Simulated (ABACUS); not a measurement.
# TiO2 (Anatase) (I4_1/amd) in ABACUS: reference runs

Aim: a first look at TiO2 (Anatase) with PBE, on the cell as given and on a disturbed one.

All numbers are computed with ABACUS 3.10.1; they aren't measurements. Logs are shortened: lines on timing, memory, paths and dates and some standing lists are left out, and cuts for length are marked.

### Step 1. The structure

It takes space group I4_1/amd (No. 141, tetragonal). Conventional cell: a = 3.784 Å, b = 3.784 Å, c = 9.515 Å, α = 90.00°, β = 90.00°, γ = 90.00°. Ti (site symmetry -4m2) has 6 O at 1.93 to 1.98 Å as nearest neighbours. O (site symmetry 2mm) is surrounded by 3 Ti at 1.93 to 1.98 Å.

### Step 2. Single point, PBE

File INPUT:

```
INPUT_PARAMETERS
suffix              TiO2
calculation         scf
basis_type          pw
pseudo_dir          ./
symmetry            1
dft_functional      pbe
ecutwfc             84
pseudo_rcut         10
nspin               1
nbands              29
ks_solver           dav
smearing_method     fd
smearing_sigma      0.00367493
scf_thr             1e-08
scf_nmax            100
mixing_type         broyden
mixing_beta         0.7
cal_force           1
cal_stress          1
kpar                4
```

File STRU:

```
ATOMIC_SPECIES
Ti 47.8670 Ti.upf
O 15.9990 O.upf

LATTICE_CONSTANT
1.8897261246

LATTICE_VECTORS
-1.8921000000 1.8921000000 4.7573000000
1.8921000000 -1.8921000000 4.7573000000
1.8921000000 1.8921000000 -4.7573000000

ATOMIC_POSITIONS
Direct

Ti
0.0
2
0.7500000000 0.2500000000 0.5000000000 1 1 1
0.0000000000 0.0000000000 0.0000000000 1 1 1

O
0.0
4
0.7919000000 0.7919000000 0.0000000000 1 1 1
0.5419000000 0.0419000000 0.5000000000 1 1 1
0.9581000000 0.4581000000 0.5000000000 1 1 1
0.2081000000 0.2081000000 0.0000000000 1 1 1
```

File KPT:

```
K_POINTS
0
Gamma
10 10 10 0 0 0
```

Potentials or basis: PseudoDojo NC SR 0.4.1 PBE standard, plane waves.

Command:

```sh
OMP_NUM_THREADS=1 mpirun -np 4 abacus > log
```

running log:

```text
ABACUS v3.10.1

               Atomic-orbital Based Ab-initio Computation at UStc

 ------------------------------------------------------------------------------------

 READING GENERAL INFORMATION
                           global_out_dir = OUT.TiO2/
                           global_in_card = INPUT
                               pseudo_dir = ./
                              orbital_dir =
                                    DSIZE = 4
                                    GSIZE = 1

 READING UNITCELL INFORMATION
                                    ntype = 2
                  lattice constant (Bohr) = 1.88973
              lattice constant (Angstrom) = 1

 READING ATOM TYPE 1
                               atom label = Ti
                      L=0, number of zeta = 1
                      L=1, number of zeta = 1
                      L=2, number of zeta = 1
             number of atom for this type = 2

 READING ATOM TYPE 2
                               atom label = O
                      L=0, number of zeta = 1
                      L=1, number of zeta = 1
                      L=2, number of zeta = 1
             number of atom for this type = 4

                        TOTAL ATOM NUMBER = 6
DIRECT COORDINATES
    atom                   x                   y                   z     mag                  vx                  vy                  vz
taud_Ti1            0.7500000000        0.2500000000        0.5000000000  0.0000        0.0000000000        0.0000000000        0.0000000000
taud_Ti2            0.0000000000        0.0000000000        0.0000000000  0.0000        0.0000000000        0.0000000000        0.0000000000
taud_O1            0.7919000000        0.7919000000        0.0000000000  0.0000        0.0000000000        0.0000000000        0.0000000000
taud_O2            0.5419000000        0.0419000000        0.5000000000  0.0000        0.0000000000        0.0000000000        0.0000000000
taud_O3            0.9581000000        0.4581000000        0.5000000000  0.0000        0.0000000000        0.0000000000        0.0000000000
taud_O4            0.2081000000        0.2081000000        0.0000000000  0.0000        0.0000000000        0.0000000000        0.0000000000

                          Volume (Bohr^3) = 459.733
                             Volume (A^3) = 68.1253

 Lattice vectors: (Cartesian coordinate: in unit of a_0)
              -1.8921             +1.8921             +4.7573
              +1.8921             -1.8921             +4.7573
              +1.8921             +1.8921             -4.7573
 Reciprocal vectors: (Cartesian coordinate: in unit of 2 pi/a_0)
                   +0           +0.264257           +0.105102
            +0.264257                  +0           +0.105102
            +0.264257           +0.264257                  +0
 The esolver type has been set to : ksdft_pw

                PAO radial cut off (Bohr) = 10

 Read in pseudopotential file is Ti.upf
                     pseudopotential type = NC
          exchange-correlation functional = PBE
                 nonlocal core correction = 1
                        valence electrons = 12
                                     lmax = 2
                           number of zeta = 4
                     number of projectors = 6
                           L of projector = 0
[... 5 lines left out ...]
                PAO radial cut off (Bohr) = 10

 Read in pseudopotential file is O.upf
                     pseudopotential type = NC
          exchange-correlation functional = PBE
                 nonlocal core correction = 1
                        valence electrons = 6
                                     lmax = 2
                           number of zeta = 2
                     number of projectors = 5
                           L of projector = 0
                           L of projector = 0
                           L of projector = 1
                           L of projector = 1
                           L of projector = 2
     initial pseudo atomic orbital number = 36

 SETUP THE ELECTRONS NUMBER
            electron number of element Ti = 12
      total electron number of element Ti = 24
             electron number of element O = 6
       total electron number of element O = 24
            AUTOSET number of electrons:  = 48
                           occupied bands = 24
                                   NBANDS = 29
                                   NLOCAL = 54

%%%%%%%%%%%%%%%%%%%%%%%%%%%%%%%%%%%%%%%%%%%%%%%%%%%%%%%%%%%%%%%%%%%%%%%%%%%%%%%%%%%%%%%%%%%%%%%%%%%%%%%%%%
 Warning: the number of valence electrons in pseudopotential > 4 for Ti: [Ar] 3d2 4s2
 Pseudopotentials with additional electrons can yield (more) accurate outcomes, but may be less efficient.
 If you're confident that your chosen pseudopotential is appropriate, you can safely ignore this warning.
%%%%%%%%%%%%%%%%%%%%%%%%%%%%%%%%%%%%%%%%%%%%%%%%%%%%%%%%%%%%%%%%%%%%%%%%%%%%%%%%%%%%%%%%%%%%%%%%%%%%%%%%%%

 SETUP THE PLANE WAVE BASIS
 energy cutoff for charge/potential (unit:Ry) = 336
            fft grid for charge/potential = [ 64, 64, 64 ]
                        fft grid division = [ 1, 1, 1 ]
[... 69 lines left out ...]
                     BRAVAIS LATTICE NAME = 06. Tetrogonal I (body-centered)
                                    ibrav = 6
                       right hand lattice = 1
(for k-lattice: )
                             BRAVAIS TYPE = 6
                     BRAVAIS LATTICE NAME = 06. Tetrogonal I (body-centered)
                                    ibrav = 6
                       right hand lattice = 1
                        ROTATION MATRICES = 16
                               nkstot_ibz = 102
K-POINTS REDUCTION ACCORDING TO SYMMETRY
     IBZ    DIRECT_X    DIRECT_Y    DIRECT_Z  WEIGHT  ibz2bz
       1  0.00000000  0.00000000  0.00000000  0.0010       0
       2 -0.10000000  0.00000000  0.10000000  0.0080       1
       3 -0.20000000  0.00000000  0.20000000  0.0080       2
       4 -0.30000000  0.00000000  0.30000000  0.0080       3
       5 -0.40000000  0.00000000  0.40000000  0.0080       4
       6  0.50000000  0.00000000  0.50000000  0.0040       5
[... 22 lines left out ...]
      29  0.50000000  0.40000000  0.10000000  0.0160      45
      30 -0.40000000  0.40000000  0.00000000  0.0040      46
[... 72 further k points ...]

                               nkstot now = 102
[... K-POINTS DIRECT COORDINATES: 102 rows ...]

           k-point number in this process = 26
       minimum distributed K point number = 25
[... stars of the k points ...]

[... K-POINTS CARTESIAN COORDINATES: 26 rows ...]

[... K-POINTS DIRECT COORDINATES: 26 rows ...]

 SETUP PLANE WAVES FOR WAVE FUNCTIONS
     energy cutoff for wavefunc (unit:Ry) = 84
              fft grid for wave functions = [ 64, 64, 64 ]
                    number of plane waves = 8185
                         number of sticks = 749

 PARALLEL PW FOR WAVE FUNCTIONS
     PROC   COLUMNS(POT)             PW
        1            749           8185
 --------------- sum -------------------
        1            749           8185

 SETUP NONLOCAL PSEUDOPOTENTIALS IN PLANE WAVE BASIS
 Ti non-local projectors:
 projector 1 L=0
 projector 2 L=0
 projector 3 L=1
 projector 4 L=1
 projector 5 L=2
 projector 6 L=2
 O non-local projectors:
 projector 1 L=0
 projector 2 L=0
 projector 3 L=1
 projector 4 L=1
 projector 5 L=2
      TOTAL NUMBER OF NONLOCAL PROJECTORS = 88

 Init Non-Local PseudoPotential table :
 Init Non-Local-Pseudopotential done.

                                     npwx = 5985

 Make real space PAO into reciprocal space.
       max mesh points in Pseudopotential = 1001
     dq(describe PAO in reciprocal space) = 0.01
                                    max q = 1104

 number of pseudo atomic orbitals for Ti is 4
WARNING: norm of atomic wavefunction # 3 of atomic type Ti is 0.999984, renormalized
WARNING: norm of atomic wavefunction # 4 of atomic type Ti is 0.999619, renormalized

 number of pseudo atomic orbitals for O is 2

 -------------------------------------------
 SELF-CONSISTENT
 -------------------------------------------
                                 init_chg = atomic

 PW ALGORITHM --------------- ION=   1  ELEC=   1--------------------------------

 Density error is 2.72934957731
                          Error Threshold = 0.01
----------------------------------------------------------
     Energy           Rydberg                 eV
----------------------------------------------------------
 E_KohnSham     -369.1205005813      -5022.1420565179
 E_Harris       -369.5118011280      -5027.4659735838
 E_Fermi        0.4383022202         5.9634076403
----------------------------------------------------------
[... 327 lines left out ...]
 Density error is 2.57458735505e-09
                          Error Threshold = 3.03804062846e-10
----------------------------------------------------------
     Energy           Rydberg                 eV
----------------------------------------------------------
 E_KohnSham     -370.4350718415      -5040.0277160837
 E_KS(sigma->0) -370.4350718415      -5040.0277160837
 E_Harris       -370.4346853580      -5040.0224577055
 E_band         -33.4189739087       -454.6884664717
 E_one_elec     -158.7576509746      -2160.0086543498
 E_Hartree      100.8563590440       1372.2211625321
 E_xc           -68.3569105672       -930.0434813902
 E_Ewald        -244.1768693437      -3322.1967428758
 E_entropy(-TS) -0.0000000000        -0.0000000000
 E_descf        0.0000000000         0.0000000000
 E_exx          0.0000000000         0.0000000000
 E_Fermi        0.6270124645         8.5309422347
----------------------------------------------------------

 charge density convergence is achieved
 final etot is -5040.0277161 eV
 EFERMI = 8.5309422347 eV

 STATE ENERGY(eV) AND OCCUPATIONS    NSPIN == 1
 1/26 kpoint (Cartesian) = 0.0000 0.0000 0.0000 (5979 pws)
       1       -49.0003     0.00200000
       2       -48.9393     0.00200000
       3       -25.4929     0.00200000
       4       -25.2531     0.00200000
       5       -25.2531     0.00200000
       6       -25.1807     0.00200000
[... 176 lines left out ...]
      28        11.0450    1.16597e-24
      29        11.6653    4.76682e-30

[... levels at 20 further k points ...]

------------------------------------------------------------------------------------------
 TOTAL-FORCE (eV/Angstrom)
------------------------------------------------------------------------------------------
                       Ti1         0.0000000000         0.0000000000         0.0000000000
                       Ti2         0.0000000000         0.0000000000         0.0000000000
                        O1         0.0000000000         0.0000000000        -0.0810437268
                        O2         0.0000000000         0.0000000000        -0.0810437268
                        O3         0.0000000000         0.0000000000         0.0810437268
                        O4         0.0000000000         0.0000000000         0.0810437268
------------------------------------------------------------------------------------------

----------------------------------------------------------------
 TOTAL-STRESS (KBAR)
----------------------------------------------------------------
        41.9774622269         0.0000000000        -0.0000000000
         0.0000000000        41.9774622269         0.0000000000
        -0.0000000000        -0.0000000000        54.7169534314
----------------------------------------------------------------
 TOTAL-PRESSURE: 46.223959 KBAR

 --------------------------------------------
 !FINAL_ETOT_IS -5040.0277160837058545 eV
 --------------------------------------------
```

Run time: 5.5 min. Hardware: 4 MPI ranks of Intel Xeon Platinum 8488C (Sapphire Rapids), shared host; peak memory 0.84 GiB.

Results:

```yaml
Free_energy: -5040.0277 eV
Pressure: 4.6 GPa
Largest_force: 0.081 eV/Å
Band_gap_on_the_k_mesh: 2.16 eV, indirect (least direct gap 2.49 eV)
```

Forces on the atoms (eV/Å):
```
Ti   0.000  0.000  0.000
Ti   0.000  0.000  0.000
O    0.000  0.000 -0.081
O    0.000  0.000 -0.081
O    0.000  0.000  0.081
O    0.000  0.000  0.081
```

Levels at points of the mesh, in eV from the valence-band top:
| k point | band 21 | band 22 | band 23 | band 24 | band 25 | band 26 | band 27 | band 28 |
| --- | --- | --- | --- | --- | --- | --- | --- | --- |
| (0.00, 0.00, 0.00) | -0.76 | -0.76 | -0.46 | -0.46 | 2.16 | 2.90 | 4.03 | 4.03 |
| (0.50, 0.00, 0.50) | -1.95 | -0.94 | -0.84 | -0.63 | 3.29 | 3.60 | 3.61 | 3.72 |
| (0.50, 0.50, 0.00) | -2.05 | -2.05 | -0.03 | -0.03 | 3.40 | 3.40 | 3.87 | 3.87 |
| (0.50, 0.50, 0.50) | -1.26 | -1.26 | -0.12 | -0.12 | 2.52 | 2.52 | 3.83 | 3.83 |

Caveat: there are fewer bands than atomic start orbitals, so a level may be missed at k points of high symmetry. A k mesh can miss the band edges.

### Step 3. Single point, PBE (atoms moved at random, drawn with an rms of 0.05 Å)

INPUT is that of step 2.

File STRU:

```
ATOMIC_SPECIES
Ti 47.8670 Ti.upf
O 15.9990 O.upf

LATTICE_CONSTANT
1.8897261246

LATTICE_VECTORS
-1.8921000000 1.8921000000 4.7573000000
1.8921000000 -1.8921000000 4.7573000000
1.8921000000 1.8921000000 -4.7573000000

ATOMIC_POSITIONS
Direct

Ti
0.0
2
0.7492480000 0.2497380000 0.4942780000 1 1 1
0.0029960000 -0.0032250000 0.0002190000 1 1 1

O
0.0
4
0.7826300000 0.7950910000 -0.0026270000 1 1 1
0.5414520000 0.0397660000 0.5011680000 1 1 1
0.9502900000 0.4498680000 0.4760920000 1 1 1
0.2155060000 0.2096870000 0.0055930000 1 1 1
```

KPT is that of step 2.

Potentials or basis: PseudoDojo NC SR 0.4.1 PBE standard, plane waves.

Command:

```sh
OMP_NUM_THREADS=1 mpirun -np 4 abacus > log
```

running log:

```text
ABACUS v3.10.1

               Atomic-orbital Based Ab-initio Computation at UStc

 ------------------------------------------------------------------------------------

 READING GENERAL INFORMATION
                           global_out_dir = OUT.TiO2/
                           global_in_card = INPUT
                               pseudo_dir = ./
                              orbital_dir =
                                    DSIZE = 4
                                    GSIZE = 1

 READING UNITCELL INFORMATION
                                    ntype = 2
                  lattice constant (Bohr) = 1.88973
              lattice constant (Angstrom) = 1

 READING ATOM TYPE 1
                               atom label = Ti
                      L=0, number of zeta = 1
                      L=1, number of zeta = 1
                      L=2, number of zeta = 1
             number of atom for this type = 2

 READING ATOM TYPE 2
                               atom label = O
                      L=0, number of zeta = 1
                      L=1, number of zeta = 1
                      L=2, number of zeta = 1
             number of atom for this type = 4

                        TOTAL ATOM NUMBER = 6
DIRECT COORDINATES
[... 418 lines left out ...]
 E_one_elec     -157.4888520655      -2142.7457595698
 E_Hartree      100.2077622473       1363.3965503921
 E_xc           -68.3371020529       -929.7739727269
 E_Ewald        -244.8132153952      -3330.8546750757
 E_entropy(-TS) -0.0000000000        -0.0000000000
 E_descf        0.0000000000         0.0000000000
 E_exx          0.0000000000         0.0000000000
 E_Fermi        0.6261214677         8.5188196015
----------------------------------------------------------

 charge density convergence is achieved
 final etot is -5039.977857 eV
 EFERMI = 8.5188196015 eV

 STATE ENERGY(eV) AND OCCUPATIONS    NSPIN == 1
 1/126 kpoint (Cartesian) = 0.0000 0.0000 0.0000 (5979 pws)
       1       -49.0254     0.00200000
       2       -48.9498     0.00200000
       3       -25.4975     0.00200000
       4       -25.2909     0.00200000
       5       -25.2649     0.00200000
       6       -25.2002     0.00200000
[... 176 lines left out ...]
      28        11.0777    1.18904e-25
      29        11.5861    4.55662e-30

[... levels at 120 further k points ...]

------------------------------------------------------------------------------------------
 TOTAL-FORCE (eV/Angstrom)
------------------------------------------------------------------------------------------
                       Ti1         0.0523688500         0.0517561120        -0.3349255390
                       Ti2        -0.0737637502        -0.0180362307         0.2682859870
                        O1        -0.6261994254         0.2448167477         0.2398886448
                        O2        -0.1570189951        -0.0883692363         0.2645185108
                        O3         0.7737994973         0.2186668766        -0.3742566466
                        O4         0.0308138234        -0.4088342693        -0.0635109570
------------------------------------------------------------------------------------------

----------------------------------------------------------------
 TOTAL-STRESS (KBAR)
----------------------------------------------------------------
        60.5063408902        -0.2453786488        11.9112228536
        -0.2453786488        31.1244027787        -1.4841477319
        11.9112228536        -1.4841477319        20.2137115199
----------------------------------------------------------------
 TOTAL-PRESSURE: 37.281485 KBAR

 --------------------------------------------
 !FINAL_ETOT_IS -5039.9778569802983839 eV
 --------------------------------------------
```

Wall time 15 min (4 MPI ranks of Intel Xeon Platinum 8488C (Sapphire Rapids), shared host); peak memory 2 GiB.

Results:

* Free energy: -5039.9779 eV
* Pressure: 3.7 GPa
* Largest force: 0.887 eV/Å
* Band gap on the k mesh: 2.08 eV, indirect (least direct gap 2.47 eV)

Forces in eV/Å, atoms in the order of the input:
```
Ti   0.052  0.052 -0.335
Ti  -0.074 -0.018  0.268
O   -0.626  0.245  0.240
O   -0.157 -0.088  0.265
O    0.774  0.219 -0.374
O    0.031 -0.409 -0.064
```

Stress tensor (GPa, compression positive):
```
 6.05 -0.02  1.19
-0.02  3.11 -0.15
 1.19 -0.15  2.02
```

Caveat: there are fewer bands than atomic start orbitals, so a level may be missed at k points of high symmetry. A k mesh can miss the band edges.
